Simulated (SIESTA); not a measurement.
## CdSe under changes of volume

One of the cells (29.521 Å³/atom); the others are scaled copies at fixed shape and fractional positions:

```
Cd Se
1.0
     0.00000    3.09060    3.09060
     3.09060    0.00000    3.09060
     3.09060    3.09060    0.00000
Cd Se
1 1
Direct
  0.00000 0.00000 0.00000
  0.25000 0.25000 0.25000
```

Measurements of this composition are mostly on another form, of space group No. 186.

- Program: SIESTA 5.4.2
- Functional: PBEsol
- Potentials or basis: PseudoDojo 0.4 standard (PBEsol files)
- Basis: DZP (energy shift 0.003 Ry; two zetas on semicore shells)
- Grid cutoff: 800 Ry
- Energy shift: 0.003 Ry
- k mesh: 8 × 8 × 8
- Occupations: fermi-dirac, width 0.05 eV
- Spin: no spin polarisation

```tsv
volume (Å³/atom)	energy over the lowest point (meV/atom)	pressure (GPa)	gap on the mesh (eV)
27.206	?	?	?
27.784	1.33	1.0	0.77
28.363	0.00	-0.2	0.72
29.521	9.04	-2.1	0.61
30.100	18.06	-2.9	0.56
30.679	29.74	-3.6	0.51
```

Task: What does the run at 27.206 Å³/atom give?

Result: Energy over the lowest point 6.94 meV/atom; pressure 2.2 GPa; gap on the mesh 0.83 eV.

Worked out: A Birch-Murnaghan fit of order 3 (a polynomial in V^(-2/3)) to the other rows has its minimum at 28.25 Å³/atom with B0 = V·E''(V) = 56 GPa and B' = 6.7. It gives 7.35 meV/atom at 27.206 Å³/atom, against the run's 6.94, and -dE/dV = 2.4 GPa, against 2.2. A straight line through the other rows of the gap, of slope -2.64 eV per unit of ln V (its deformation potential), extrapolates to 0.83 eV, against the run's 0.83.

Energies are extrapolated to zero smearing.

Caveats: the basis of atomic orbitals isn't converged, which shifts pressures, moduli and gaps.

A mesh can miss the band edges. Spin-orbit coupling on Cd, Se is left out.
